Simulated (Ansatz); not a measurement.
## Transmission past a defect: Ni wire along [100], 4 atoms a period, Cu and Cu in place of neighbours Ni and Ni

Wanted: the relaxed defect and the transmission past it, beside the channels of the perfect wire.

Method: DFT PBE, plane waves, PAW; relaxation of a wire's period, in the first sound run; inputs show where later runs differ, in Ansatz 0.2.0.

This is a report of a sequence of runs, with most program output left out.

### Step 1. Set-up

The cell holds 4 atoms: 4 Ni. Its edges and angles: a = 8.560 Å, b = 8.560 Å, c = 3.520 Å, α = 90.0°, β = 90.0°, γ = 90.0°. Vacuum lies along a and b. The structure's axis is c.

As a file:

```cif
data_structure
_symmetry_space_group_name_H-M 'P 1'
_symmetry_Int_Tables_number 1
_cell_length_a 8.5600
_cell_length_b 8.5600
_cell_length_c 3.5200
_cell_angle_alpha 90.000
_cell_angle_beta 90.000
_cell_angle_gamma 90.000
_cell_volume 257.92
loop_
_atom_site_label
_atom_site_type_symbol
_atom_site_fract_x
_atom_site_fract_y
_atom_site_fract_z
_atom_site_occupancy
Ni1 Ni 0.39720 0.39720 0.00000 1
Ni2 Ni 0.60280 0.60280 0.00000 1
Ni3 Ni 0.39720 0.60280 0.50000 1
Ni4 Ni 0.60280 0.39720 0.50000 1
```

### Step 2. The relaxed wire

Band widths follow the bond lengths, so the wire is relaxed first. The atoms and the third cell vector are free; the box across stays fixed as vacuum. Moments are seeded so that a magnetic state can form if it lies lower. A Fermi-Dirac smearing is set since the result may be a metal. The pressure printed is a third of the stress's trace over the whole box, vacuum included; only the stress along the axis is relaxed.

input.yaml

```yaml
crystal:
  lattice:
    - [8.56, 0.0, 0.0]
    - [0.0, 8.56, 0.0]
    - [0.0, 0.0, 3.52]
  atoms:
    - { symbol: Ni, position: [0.397196262, 0.397196262, 0.0], spin: 0.8 }
    - { symbol: Ni, position: [0.602803738, 0.602803738, 0.0], spin: 0.8 }
    - { symbol: Ni, position: [0.397196262, 0.602803738, 0.5], spin: 0.8 }
    - { symbol: Ni, position: [0.602803738, 0.397196262, 0.5], spin: 0.8 }
magnetization:
  spin_polarized: true
kpoints:
  mp_grid: { grid: [1, 1, 23] }
scf:
  occupations: { method: fermi_dirac, width: 0.05 }
hamiltonian:
  xc: pbe
relax:
  cell: { fix: [a, b, alpha, beta, gamma] }
  max_steps: 60
```

Launch:

```bash
ansatz run input.yaml --threads 4 --pin off --max-ram 16384MiB --backend cpu --events-out ev --progress --plain --runs-dir out
```

Run time: 54 s. Hardware: 4 threads of Arm Neoverse V2, shared host; peak memory 0.71 GiB; 3.4 min of CPU time.

Relaxation path:

```
step  energy less that of the first step (eV)  largest force component (eV/Å)  pressure (GPa)  volume (Å³)
   1                                   0.0000                          1.1128           -2.98       257.92
   2                                  -0.4089                          0.5831           -1.70       248.48
   3                                  -0.5510                          0.3890            0.69       235.90
   4                                  -0.5920                          0.1758            0.07       234.25
   5                                  -0.7869                          0.0613           -0.81       221.62
   6                                  -1.1229                          0.1348           -1.20       209.04
   7                                  -1.5520                          0.1051           -2.02       196.14
   8                                  -1.9357                          0.0394           -1.28       183.57
   9                                  -2.0525                          0.0078            0.63       171.00
  10                                  -2.0650                          0.0196            0.01       173.92
  11                                  -2.0652                          0.0041            0.11       173.80
 12*                                  -2.0584                          0.0053            0.11       173.80
```

Relaxation steps marked * repeat the geometry before them on a plane-wave basis chosen anew for their cell, so energy and pressure can jump there.

The run keeps the 16 symmetry operations that it works with, so distortions that break them were not tested.

```
cell as run  before  after   change
      c (Å)   3.520  2.372  -32.6 %
```

The atoms that moved most (Å, along periodic axes as changes of fractional coordinates times the final cell, across vacuum about the mean position):

```
atom      dx      dy     dz  length
 Ni1  -0.142  -0.142  0.000   0.201
 Ni2   0.142   0.142  0.000   0.201
 Ni3  -0.142   0.142  0.000   0.201
 Ni4   0.142  -0.142  0.000   0.201
```

Final coordinates:

```xyz
4
Lattice="8.5600 0.0000 0.0000 0.0000 8.5600 0.0000 0.0000 0.0000 2.3719" Properties=species:S:1:pos:R:3
Ni    3.2580    3.2580    0.0000
Ni    5.3020    5.3020    0.0000
Ni    3.2580    5.3020    1.1860
Ni    5.3020    3.2580    1.1860
```

This step gave:

* energy at zero smearing: -23353.5201 eV
* total moment: 3.220 μB
* absolute moment: 3.576 μB
* cell length along the wire: 2.372 Å

Site moment by atom:

```
atom  site moment (μB)
 Ni1             0.830
 Ni2             0.830
 Ni3             0.830
 Ni4             0.830
```

The cell's length comes to 2.372 Å with an absolute moment of 3.58 μB a cell. That is -33 % against the start, more than a small adjustment. 4 contacts a cell pass between under 1.1 and over 1.27 times the sum of covalent radii, so the wire has rearranged from the shape that names it.

### Step 3. Bands of the perfect wire

This step: DFT PBE, plane waves, PAW; channels and complex bands of a perfect wire (Ansatz 0.2.0).

At the relaxed period the Bloch states of the perfect wire are found at each energy: those that move forward count the open channels, and those that decay describe how a disturbance dies away inside the wire itself. An energy step of 0.035 eV is under the 0.039 eV that the program asks for its thermal average at 300 K.

input.yaml

```yaml
crystal:
  lattice:
    - [8.56, 0.0, 0.0]
    - [0.0, 8.56, 0.0]
    - [0.0, 0.0, 2.3719145494]
  atoms:
    - { symbol: Ni, position: [0.380604876, 0.380604876, 0.0], spin: 0.83 }
    - { symbol: Ni, position: [0.619395124, 0.619395124, 0.0], spin: 0.83 }
    - { symbol: Ni, position: [0.380604876, 0.619395124, 0.5], spin: 0.83 }
    - { symbol: Ni, position: [0.619395124, 0.380604876, 0.5], spin: 0.83 }
magnetization:
  spin_polarized: true
kpoints:
  mp_grid: { grid: [1, 1, 34] }
scf:
  occupations: { method: fermi_dirac, width: 0.05 }
hamiltonian:
  xc: pbe
output:
  transmission:
    e_range: [-1.26, 1.26]
    de: 0.035
    kmesh: [1, 1]
    reduced_basis: true
    leads: [[0, 0]]
basis:
  ecutwfc: "350 eV"
```

Run time: 7.7 min. Hardware: 4 threads; peak memory 2.7 GiB; 27 min of CPU time.

Numbers from this step:

| Quantity | Value |
| --- | --- |
| energy at zero smearing | -23353.4571 eV |
| total moment | 3.170 μB |
| absolute moment | 3.540 μB |
| channels at the energy nearest the Fermi level, spin up | 3 |
| channels at the energy nearest the Fermi level, spin down | 11 |
| conductance of the lead as this run defines it | 6.489 G₀ |
| band gap | 0 eV |

Table of open channels of the lead by energy, zero at the Fermi level:

```
energy (eV)  spin up  spin down
      -1.26        5          9
      -1.19        5          9
      -1.08        8          9
      -1.01        8          9
      -0.91       11          7
      -0.84       13          3
      -0.73        5          7
      -0.67        9          7
      -0.56        5          5
      -0.49        3          7
      -0.39        3          4
      -0.32        3          8
      -0.21        3          6
      -0.14        3          6
      -0.04        3         11
       0.00        3         11
       0.04        3         11
       0.14        3          7
       0.21        3         11
       0.32        3          7
       0.39        3          5
       0.49        3          3
       0.56        3          3
       0.67        3          3
       0.73        3          3
       0.84        3          3
       0.91        3          3
       1.01        4          4
       1.08        4          4
       1.19        5          4
       1.26        5          5
```

Spin up; the slowest values at each energy, most degenerate partners merged, listed up to 1.5 1/Å. The Im kz of the slowest decaying states by energy, zero at the Fermi level:

```
energy (eV)  decay 1 (Å⁻¹)  decay 2 (Å⁻¹)  decay 3 (Å⁻¹)  decay 4 (Å⁻¹)
     -1.190         0.0987          0.116          0.181          0.257
     -1.015          0.186          0.189          0.218          0.220
     -0.805         0.0467          0.190          0.371          0.653
     -0.595         0.0357          0.173          0.461          0.473
     -0.385          0.125          0.134          0.269          0.331
     -0.210          0.167          0.195          0.357          0.398
      0.000          0.189          0.228          0.438          0.451
      0.210          0.194          0.238          0.489          0.506
      0.385          0.186          0.233          0.511          0.558
      0.595          0.163          0.214          0.523          0.532
      0.805          0.119          0.177          0.462          0.546
      1.015          0.109          0.395          0.555          0.713
      1.190          0.328          0.559          0.750          0.810
```

Spin down; the slowest values at each energy, most degenerate partners merged, listed up to 1.5 1/Å. The Im kz of the slowest decaying states by energy, zero at the Fermi level:

```
energy (eV)  decay 1 (Å⁻¹)  decay 2 (Å⁻¹)  decay 3 (Å⁻¹)  decay 4 (Å⁻¹)
     -1.190          0.383          0.417          0.522          0.635
     -1.085          0.368          0.378          0.484          0.539
     -1.015          0.322          0.351          0.353          0.548
     -0.910          0.211          0.307          0.324          0.553
     -0.805         0.0932          0.103          0.113          0.126
     -0.700          0.138          0.159          0.172          0.223
     -0.595         0.0451          0.122          0.140          0.172
     -0.490         0.0889         0.0948          0.146          0.146
     -0.385         0.0202         0.0597         0.0747          0.114
     -0.315          0.188          0.215          0.234          0.370
     -0.210          0.103          0.206          0.268          0.284
     -0.105          0.133          0.144          0.324          0.333
      0.000          0.370          0.459          0.502          0.813
      0.105         0.0556          0.409          0.561          0.577
      0.210          0.443          0.642          0.658          0.952
      0.315         0.0927          0.208          0.475          0.698
      0.385          0.135          0.190          0.339          0.494
      0.490         0.0468         0.0569          0.232          0.266
      0.595         0.0715         0.0975          0.294          0.315
      0.700         0.0787          0.114          0.344          0.352
      0.805         0.0747          0.119          0.381          0.386
      0.910         0.0584          0.114          0.403          0.424
      1.015         0.0983          0.422          0.459          0.487
      1.085         0.0803          0.433          0.464          0.481
      1.190         0.0122          0.429          0.446          0.513
```

By hand: the program gives 6.8611 × 10^14 S/m² over the cell's cross-section of 73.27 Å² = 7.327 × 10^-19 m², so one cell conducts 5.027 × 10^-4 S. Divided by G0 = 2e²/h = 7.748 × 10^-5 S this is 6.49 G0, a resistance of 1.99 kΩ.

At the computed energy nearest the Fermi level there are 3 spin-up and 11 spin-down channels, and the thermal average gives 6.49 G₀.

### Step 4. Relaxation of the scattering region

This step: DFT PBE, plane waves, PAW; relaxation of a junction in a wire, ends held (Ansatz 0.2.0).

System of this step: Ni wire along [100], 4 atoms a period, Cu and Cu in place of neighbours Ni and Ni. The cell holds 36 atoms: 34 Ni and 2 Cu. Cell: a = 8.560 Å, b = 8.560 Å, c = 21.347 Å, α = 90.0°, β = 90.0°, γ = 90.0°. Regions: held atoms, 24 atoms (24 Ni); free atoms, 12 atoms (10 Ni and 2 Cu). Vacuum lies along a and b. The structure's axis is c.

12 atoms at the defect are free to relax, while 24 stay where the perfect wire has them, so that the ends still repeat as a lead. The cutoff is set under the files' recommended one to save time.

input.yaml

```yaml
crystal:
  lattice:
    - [8.56, 0.0, 0.0]
    - [0.0, 8.56, 0.0]
    - [0.0, 0.0, 21.3472309445]
  atoms:
    - { symbol: Ni, position: [0.380604876, 0.380604876, 0.0], spin: 0.83 }
    - { symbol: Ni, position: [0.619395124, 0.619395124, 0.0], spin: 0.83 }
    - { symbol: Ni, position: [0.380604876, 0.619395124, 0.055555556], spin: 0.83 }
    - { symbol: Ni, position: [0.619395124, 0.380604876, 0.055555556], spin: 0.83 }
    - { symbol: Ni, position: [0.380604876, 0.380604876, 0.111111111], spin: 0.83 }
    - { symbol: Ni, position: [0.619395124, 0.619395124, 0.111111111], spin: 0.83 }
    - { symbol: Ni, position: [0.380604876, 0.619395124, 0.166666667], spin: 0.83 }
    - { symbol: Ni, position: [0.619395124, 0.380604876, 0.166666667], spin: 0.83 }
[... 24 atom lines left out ...]
    - { symbol: Ni, position: [0.380604876, 0.380604876, 0.888888889], spin: 0.83 }
    - { symbol: Ni, position: [0.619395124, 0.619395124, 0.888888889], spin: 0.83 }
    - { symbol: Ni, position: [0.380604876, 0.619395124, 0.944444444], spin: 0.83 }
    - { symbol: Ni, position: [0.619395124, 0.380604876, 0.944444444], spin: 0.83 }
magnetization:
  spin_polarized: true
kpoints:
  mp_grid: { grid: [1, 1, 2] }
scf:
  occupations: { method: fermi_dirac, width: 0.1 }
hamiltonian:
  xc: pbe
relax:
  constraints:
    - { sites: [0, 1, 2, 3, 4, 5, 6, 7, 8, 9, 10, 11, 24, 25, 26, 27, 28, 29, 30, 31, 32, 33, 34, 35] }
  f_tol: 0.06
  max_steps: 35
basis:
  ecutwfc: "350 eV"
```

It took 3.8 min on 4 threads; peak memory 6.5 GiB.

The steps of the relaxation:

```
step  energy less that of the first step (eV)  largest force component (eV/Å)
   1                                   0.0000                          0.6368
   2                                  -0.0594                          0.4156
   3                                  -0.1140                          0.0370
   4                                  -0.1140                          0.0369
```

The atoms that moved most (Å):

```
atom     dx      dy      dz  length
Cu18  0.110   0.064   0.008   0.128
Cu20  0.110  -0.064  -0.008   0.128
Ni22  0.006  -0.004   0.041   0.041
Ni16  0.006   0.004  -0.041   0.041
Ni17  0.034   0.011  -0.004   0.036
Ni19  0.034  -0.011   0.004   0.036
Ni24  0.012  -0.005   0.024   0.027
Ni14  0.012   0.005  -0.024   0.027
```

Final coordinates:

```cif
data_structure
_symmetry_space_group_name_H-M 'P 1'
_symmetry_Int_Tables_number 1
_cell_length_a 8.5600
_cell_length_b 8.5600
_cell_length_c 21.3472
_cell_angle_alpha 90.000
_cell_angle_beta 90.000
_cell_angle_gamma 90.000
_cell_volume 1564.19
loop_
_atom_site_label
_atom_site_type_symbol
_atom_site_fract_x
_atom_site_fract_y
_atom_site_fract_z
_atom_site_occupancy
Ni1 Ni 0.38060 0.38060 0.00000 1
Ni2 Ni 0.61940 0.61940 0.00000 1
Ni3 Ni 0.38060 0.61940 0.05556 1
Ni4 Ni 0.61940 0.38060 0.05556 1
Ni5 Ni 0.38060 0.38060 0.11111 1
Ni6 Ni 0.61940 0.61940 0.11111 1
Ni7 Ni 0.38060 0.61940 0.16667 1
Ni8 Ni 0.61940 0.38060 0.16667 1
Ni9 Ni 0.38060 0.38060 0.22222 1
Ni10 Ni 0.61940 0.61940 0.22222 1
Ni11 Ni 0.38060 0.61940 0.27778 1
Ni12 Ni 0.61940 0.38060 0.27778 1
Ni13 Ni 0.37981 0.37926 0.33331 1
Ni14 Ni 0.62080 0.61994 0.33220 1
Ni15 Ni 0.38349 0.61912 0.38859 1
Ni16 Ni 0.62015 0.38108 0.38699 1
Ni17 Ni 0.38459 0.38189 0.44428 1
Cu18 Cu 0.63223 0.62690 0.44483 1
Ni19 Ni 0.38459 0.61812 0.50017 1
Cu20 Cu 0.63223 0.37311 0.49961 1
Ni21 Ni 0.38349 0.38088 0.55585 1
Ni22 Ni 0.62015 0.61892 0.55745 1
Ni23 Ni 0.37981 0.62074 0.61114 1
Ni24 Ni 0.62080 0.38006 0.61224 1
Ni25 Ni 0.38060 0.38060 0.66667 1
Ni26 Ni 0.61940 0.61940 0.66667 1
Ni27 Ni 0.38060 0.61940 0.72222 1
Ni28 Ni 0.61940 0.38060 0.72222 1
Ni29 Ni 0.38060 0.38060 0.77778 1
Ni30 Ni 0.61940 0.61940 0.77778 1
Ni31 Ni 0.38060 0.61940 0.83333 1
Ni32 Ni 0.61940 0.38060 0.83333 1
Ni33 Ni 0.38060 0.38060 0.88889 1
Ni34 Ni 0.61940 0.61940 0.88889 1
Ni35 Ni 0.38060 0.61940 0.94444 1
Ni36 Ni 0.61940 0.38060 0.94444 1
```

Numbers from this step:

- energy at zero smearing: -211752.5665 eV
- total moment: 26.86 μB
- absolute moment: 29.76 μB

Site moment by element, in μB:

```
element  atoms   mean  spread (r.m.s.)  least  largest
     Ni     34  0.807            0.023  0.750    0.821
     Cu      2  0.044            0.000  0.044    0.044
```

The atoms farthest from the mean of their element:

```
atom        x, y, z (Å)  site moment (μB)
Ni22  5.31, 5.30, 11.90             0.750
Ni16   5.31, 3.26, 8.26             0.750
Ni17   3.29, 3.27, 9.48             0.752
Ni19  3.29, 5.29, 10.68             0.752
Ni15   3.28, 5.30, 8.30             0.771
Ni21  3.28, 3.26, 11.87             0.771
Ni34  5.30, 5.30, 18.98             0.821
 Ni4   5.30, 3.26, 1.19             0.821
```

The largest force component on a free atom ends at 0.037 eV/Å, under the limit of 0.06. The first Cu ends nearest to Ni at 2.41 Å, Ni at 2.41 Å, Ni at 2.43 Å, Ni at 2.44 Å, Ni at 2.45 Å, Cu at 2.47 Å and Ni at 2.98 Å.

[end of part 1 of 2]

[Logs are printed without paths, hosts, clocks, repeated set-up lines and the standing remarks that a program may print on its own settings, such as how far it seeks lower states.]

[Hosts, paths, dates, database ids (printed as entryN), source tags and the programs' standing remarks are cut or masked in the printed files.]
